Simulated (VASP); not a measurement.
# Mg (Fm-3m) in VASP: density of states with PBE

Aim: the density of states of Mg with PBE.

Everything below comes from runs of VASP 6.6.1. Logs are shortened: lines on timing, memory, paths and dates and some standing lists are left out, and cuts for length are marked.

## (1) Starting point

Symmetry: Fm-3m, No. 225, cubic system. Conventional cell: a = 4.522 Å, b = 4.522 Å, c = 4.522 Å, α = 90.00°, β = 90.00°, γ = 90.00°. Mg (site symmetry m-3m) is surrounded by 12 Mg at 3.20 Å.

This isn't the form of Mg at room conditions, which is hcp.

## (2) Density of states, PBE

File POSCAR:

```
Mg
1.0
    0.0000000000      2.2610966345      2.2610966345
    2.2610966345      0.0000000000      2.2610966345
    2.2610966345      2.2610966345      0.0000000000
Mg
1
Direct
    0.0000000000      0.0000000000      0.0000000000
```

File INCAR.step1:

```
PREC     = Accurate       # precision mode
ENCUT    = 520            # plane-wave cutoff, eV
EDIFF    = 1E-6           # SCF threshold, eV
ISMEAR   = 0              # smearing method
SIGMA    = 0.1            # smearing width, eV
LREAL    = False          # projectors in reciprocal space
LASPH    = True           # aspherical terms in the spheres
NELM     = 100            # most SCF steps
ALGO     = Fast           # electronic algorithm
ISIF     = 2              # what is computed and relaxed
LWAVE    = False          # write WAVECAR
LCHARG   = True           # write CHGCAR
GGA      = PE             # functional
NBANDS   = 7              # bands
```

File KPOINTS.step1:

```
regular mesh
0
Gamma
  16 16 16
```

File INCAR.step2:

```
PREC     = Accurate       # precision mode
ENCUT    = 520            # plane-wave cutoff, eV
EDIFF    = 1E-6           # SCF threshold, eV
ISMEAR   = -5             # smearing method
SIGMA    = 0.1            # smearing width, eV
LREAL    = False          # projectors in reciprocal space
LASPH    = True           # aspherical terms in the spheres
NELM     = 100            # most SCF steps
ALGO     = Fast           # electronic algorithm
ISIF     = 2              # what is computed and relaxed
LWAVE    = False          # write WAVECAR
LCHARG   = False          # write CHGCAR
GGA      = PE             # functional
LORBIT   = 10             # projections on sites
NBANDS   = 7              # bands
NEDOS    = 2001           # points of the DOS
ICHARG   = 11             # starting density
```

File KPOINTS.step2:

```
regular mesh
0
Gamma
  24 24 24
```

Potentials or basis: VASP PAW PBE potentials, release 64 (Mg).

The run is started by

```bash
> cat potpaw_PBE.64/Mg/POTCAR > POTCAR
> cp INCAR.step1 INCAR
> cp KPOINTS.step1 KPOINTS
> mpirun -np 1 vasp_std > vasp.out
> cp INCAR.step2 INCAR
> cp KPOINTS.step2 KPOINTS
> mpirun -np 1 vasp_std > vasp.out
```

OUTCAR:

```text
PREC = Accurate
   ENCUT = 520
   EDIFF = 1E-6
   ISMEAR = -5
   LREAL = False
   LASPH = True
   NELM = 100
   ISIF = 2
   GGA = PE
   LORBIT = 10
   ICHARG = 11

 ion  position               nearest neighbor table
   1  0.000  0.000  0.000-

  LATTYP: Found a face centered cubic cell.
 ALAT       =     4.5221932690

  Lattice vectors:

 A1 = (   0.0000000000,   2.2610966345,   2.2610966345)
 A2 = (   2.2610966345,   0.0000000000,   2.2610966345)
 A3 = (   2.2610966345,   2.2610966345,   0.0000000000)

Analysis of symmetry for initial positions (statically):
=====================================================================
 Subroutine PRICEL returns:
 Original cell was already a primitive cell.

 Routine SETGRP: Setting up the symmetry group for a
 face centered cubic supercell.

 Subroutine GETGRP returns: Found 48 space group operations
 (whereof 48 operations were pure point group operations)
 out of a pool of 48 trial point group operations.

The static configuration has the point symmetry O_h .

Analysis of symmetry for dynamics (positions and initial velocities):
=====================================================================
 Subroutine PRICEL returns:
 Original cell was already a primitive cell.

 Routine SETGRP: Setting up the symmetry group for a
 face centered cubic supercell.

 Subroutine GETGRP returns: Found 48 space group operations
 (whereof 48 operations were pure point group operations)
 out of a pool of 48 trial point group operations.

The dynamic configuration has the point symmetry O_h .

 Subroutine INISYM returns: Found 48 space group operations
 (whereof 48 operations are pure point group operations),
 and found     1 'primitive' translations

----------------------------------------------------------------------------------------

                                     Primitive cell

  volume of cell :      23.1200

  direct lattice vectors                    reciprocal lattice vectors
     0.000000000  2.261096634  2.261096634    -0.221131637  0.221131637  0.221131637
     2.261096634  0.000000000  2.261096634     0.221131637 -0.221131637  0.221131637
     2.261096634  2.261096634  0.000000000     0.221131637  0.221131637 -0.221131637

  length of vectors
     3.197673526  3.197673526  3.197673526     0.383011230  0.383011230  0.383011230

  position of ions in fractional coordinates (direct lattice)
     0.000000000  0.000000000  0.000000000

  ion indices of the primitive-cell ions
   primitive index   ion index
                 1           1

----------------------------------------------------------------------------------------

 KPOINTS: regular mesh

Automatic generation of k-mesh.
 Grid dimensions read from file:
 generate k-points for:   24   24   24

 Generating k-lattice:

  Cartesian coordinates                     Fractional coordinates (reciprocal lattice)
    -0.009213818  0.009213818  0.009213818     0.041666667  0.000000000  0.000000000
     0.009213818 -0.009213818  0.009213818     0.000000000  0.041666667  0.000000000
     0.009213818  0.009213818 -0.009213818     0.000000000  0.000000000  0.041666667

  Length of vectors
     0.015958801  0.015958801  0.015958801

  Shift w.r.t. Gamma in fractional coordinates (k-lattice)
     0.000000000  0.000000000  0.000000000

 TETIRR: Found   1864 inequivalent tetrahedra from    82944

 Subroutine IBZKPT returns following result:
 ===========================================

 Found    413 irreducible k-points:

 Following reciprocal coordinates:
            Coordinates               Weight
  0.000000  0.000000  0.000000      1.000000
  0.041667  0.000000  0.000000      8.000000
  0.083333  0.000000  0.000000      8.000000
  0.125000  0.000000  0.000000      8.000000
  0.166667  0.000000  0.000000      8.000000
  0.208333  0.000000  0.000000      8.000000
[... 16 lines left out ...]
  0.416667  0.041667  0.000000     24.000000
  0.458333  0.041667  0.000000     24.000000
 [... further k-points ...]
   k-points           NKPTS =    413   k-points in BZ     NKDIM =    413   number of bands    NBANDS=      7
   number of dos      NEDOS =   2001   number of ions     NIONS =      1
   total plane-waves  NPLWV =  13824
   dimension x,y,z NGX =    24 NGY =   24 NGZ =   24
   dimension x,y,z NGXF=    48 NGYF=   48 NGZF=   48
   ions per type =               1
   NGX,Y,Z   is equivalent  to a cutoff of  12.48, 12.48, 12.48 a.u.
   NGXF,Y,Z  is equivalent  to a cutoff of  24.96, 24.96, 24.96 a.u.
 SYSTEM =  unknown system
   PREC   = accura    normal or accurate (medium, high low for compatibility)
   ISTART =      0    job   : 0-new  1-cont  2-samecut
   ICHARG =     11    charge: 1-file 2-atom 10-const
   ISPIN  =      1    spin polarized calculation?
   LNONCOLLINEAR =      F non collinear calculations
   LSORBIT =      F    spin-orbit coupling
   LASPH  =      T    aspherical Exc in radial PAW
   ENCUT  =  520.0 eV  38.22 Ry    6.18 a.u.   5.95  5.95  5.95*2*pi/ulx,y,z
   NELM   =    100;   NELMIN=  2; NELMDL=  0     # of ELM steps
   EDIFF  = 0.1E-05   stopping-criterion for ELM
   LREAL  =      F    real-space projection
   EDIFFG = 0.1E-04   stopping-criterion for IOM
   NSW    =      0    number of steps for IOM
   IBRION =     -1    ionic relax: 0-MD 1-quasi-New 2-CG
   NFREE  =      0    steps in history (QN), initial steepest desc. (CG)
   ISIF   =      2    stress and relaxation
   ISYM   =      2    0-nonsym 1-usesym 2-fastsym
   POTIM  = 0.5000    time-step for ionic-motion
   TEBEG  =    0.0;   TEEND  =   0.0 temperature during run
   PSTRESS=    0.0 pullay stress
   NELECT =       2.0000    total number of electrons
   NUPDOWN=      -1.0000    fix difference up-down
   EMIN   =  10.00;   EMAX   =-10.00  energy-range for DOS
   EFERMI =   0.00;   METHOD = LEGACY
   ISMEAR =    -5;   SIGMA  =   0.10  broadening in eV -4-tet -1-fermi 0-gaus
   EFERMI_NEDOS =   21; number of points for ismear=-14 and -15
   IALGO  =     68    algorithm
   IMIX   =      4    mixing-type and parameters
     AMIX     =   0.40;   BMIX     =  1.00
     AMIX_MAG =   1.60;   BMIX_MAG =  1.00
  volume/ion in A,a.u.               =      23.12       156.02
  Fermi-wavevector in a.u.,A,eV,Ry     =   0.724029  1.368216  7.132410  0.524217
  Thomas-Fermi vector in A             =   1.814395
   LORBIT       =     10    0 simple, 1 ext, 2 COOP (PROOUT), +10 PAW based schemes
   GGA     = PE    functional components
   LHFCALC =     F    Hartree Fock is set to
   AEXX    =    0.0000 exact exchange contribution
   IVDW    =     0    specifies the selected vdW correction
   LEPSILON=     F    determine dielectric tensor
   LRPA    =     F    only Hartree local field effects (RPA)
 non-spin polarized calculation
 RMM-DIIS sequential band-by-band and
 Fermi weights with tetrahedron method with Bloechl corrections
  energy-cutoff  :      520.00
  volume of cell :       23.12
 maximum number of plane-waves:       636

 number of electron       2.0000000 magnetization

 Free energy of the ion-electron system (eV)
  ---------------------------------------------------
  ext. energy  EPLUGINS =         0.00000000
  ---------------------------------------------------
  free energy    TOTEN  =        -1.49354120 eV

  energy without entropy =       -1.49354120  energy(sigma->0) =       -1.49354120

 E-fermi :   2.5647     XC(G=0):  -8.4698

 val. band max:        2.6669700824   @ k =  -0.3750   0.3333   0.0417
 cond. band min:       2.4640705422   @ k =  -0.4167   0.2500   0.0000
 fundamental gap:     -0.2028995402
 Fermi energy:         2.5647138850

 k-point     1 :       0.0000    0.0000    0.0000
  band No.  band energies     occupation
      1      -4.3053      2.00000
      2      14.9006      0.00000
      3      14.9006      0.00000
      4      14.9006      0.00000
      5      16.7946      0.00000
      6      16.7946      0.00000
      7      16.7946      0.00000

 k-point     2 :       0.0417    0.0000    0.0000
  band No.  band energies     occupation
      1      -4.2669      2.00000
      2      14.1390      0.00000
      3      14.7983      0.00000
      4      14.7983      0.00000
      5      16.8848      0.00000
      6      16.9618      0.00000
      7      16.9619      0.00000

 k-point     3 :       0.0833    0.0000    0.0000
  band No.  band energies     occupation
      1      -4.1517      2.00000
      2      12.8321      0.00000
      3      14.5666      0.00000
      4      14.5666      0.00000
      5      16.7670      0.00000
      6      17.3880      0.00000
      7      17.3880      0.00000

 k-point     4 :       0.1250    0.0000    0.0000
  band No.  band energies     occupation
      1      -3.9599      2.00000
      2      11.4608      0.00000
      3      14.3068      0.00000
      4      14.3068      0.00000
      5      16.5787      0.00000
      6      17.9691      0.00000
      7      17.9692      0.00000

 k-point     5 :       0.1667    0.0000    0.0000
  band No.  band energies     occupation
      1      -3.6921      2.00000
      2      10.1034      0.00000
      3      14.0688      0.00000
      4      14.0688      0.00000
      5      16.3769      0.00000
      6      18.3250      0.00000
      7      18.3344      0.00000
[... 161 lines left out ...]
 k-point    22 :       0.3750    0.0417    0.0000
  band No.  band energies     occupation
      1      -1.4269      2.00000
      2       4.4224      0.00000
      3      12.9673      0.00000
      4      13.6602      0.00000
      5      14.6832      0.00000
      6      16.2228      0.00000
      7      16.4957      0.00000

 k-point    23 :       0.4167    0.0417    0.0000
  band No.  band energies     occupation
      1      -0.7460      2.00000
      2       3.3651     -0.04204
      3      13.0384      0.00000
      4      13.5497      0.00000
      5      14.4318      0.00000
      6      15.7892      0.00000
      7      16.5353      0.00000

 k-point    24 :       0.4583    0.0417    0.0000
  band No.  band energies     occupation
      1      -0.0000      2.00000
      2       2.3752      1.47372
      3      13.1696      0.00000
      4      13.3548      0.00000
      5      14.3931      0.00000
      6      15.4223      0.00000
      7      16.5914      0.00000

 [... further k-points ...]

------------------------ aborting loop because EDIFF is reached ----------------------------------------

  FORCE on cell =-STRESS in cart. coord.  units (eV):
  Direction    XX          YY          ZZ          XY          YZ          ZX
  --------------------------------------------------------------------------------------
  -------------------------------------------------------------------------------------
  Total       -0.0229570     -0.0229570     -0.0229570      0.0000000     -0.0000000     -0.0000000
  in kB       -1.5908845     -1.5908845     -1.5908845      0.0000000     -0.0000000     -0.0000000
  external PRESSURE =      -1.5908845 kB  Pullay stress =       0.0000000 kB

 VOLUME and BASIS-vectors are now :
 -----------------------------------------------------------------------------
  energy-cutoff  :      520.00
  volume of cell :       23.12
      direct lattice vectors                 reciprocal lattice vectors
     0.000000000  2.261096634  2.261096634    -0.221131637  0.221131637  0.221131637
     2.261096634  0.000000000  2.261096634     0.221131637 -0.221131637  0.221131637
     2.261096634  2.261096634  0.000000000     0.221131637  0.221131637 -0.221131637

 POSITION                                       TOTAL-FORCE (eV/Angst)
 -----------------------------------------------------------------------------------
      0.00000      0.00000      0.00000         0.000000      0.000000      0.000000
 -----------------------------------------------------------------------------------
    total drift:                                0.000000      0.000000     -0.000000

  FREE ENERGIE OF THE ION-ELECTRON SYSTEM (eV)
  ---------------------------------------------------
  free  energy   TOTEN  =        -1.4935412039 eV

  energy  without entropy=       -1.4935412039  energy(sigma->0) =       -1.49354120

 total charge

# of ion       s       p       d       tot
------------------------------------------
    1        0.212   0.123   0.011   0.346
```

Wall time 25 s (1 thread of AMD EPYC 9R45 (Zen 5), shared host); peak memory 0.16 GiB.

Results:

| Item | Value |
| --- | --- |
| Valence electrons inside the program's atomic spheres | Mg 0.35 |

States per cell in windows of 1 eV (zero at the Fermi level; states under -8 eV left out):
```
from (eV)  total  Mg1_p  Mg1_s  Mg1_d
     -8.0   0.00   0.00   0.00   0.00
     -7.0   0.08   0.00   0.01   0.00
     -6.0   0.18   0.00   0.03   0.00
     -5.0   0.25   0.01   0.03   0.00
     -4.0   0.30   0.02   0.04   0.00
     -3.0   0.35   0.02   0.04   0.00
     -2.0   0.39   0.03   0.03   0.00
     -1.0   0.44   0.04   0.03   0.01
      0.0   0.44   0.04   0.03   0.01
      1.0   0.49   0.04   0.03   0.01
      2.0   0.51   0.04   0.03   0.02
      3.0   0.52   0.05   0.03   0.02
      4.0   0.56   0.05   0.04   0.02
      5.0   0.59   0.06   0.04   0.03
      6.0   0.66   0.07   0.04   0.03
      7.0   0.69   0.09   0.03   0.04
```

Caveat: tetrahedron occupations give inexact forces and stress in metals.
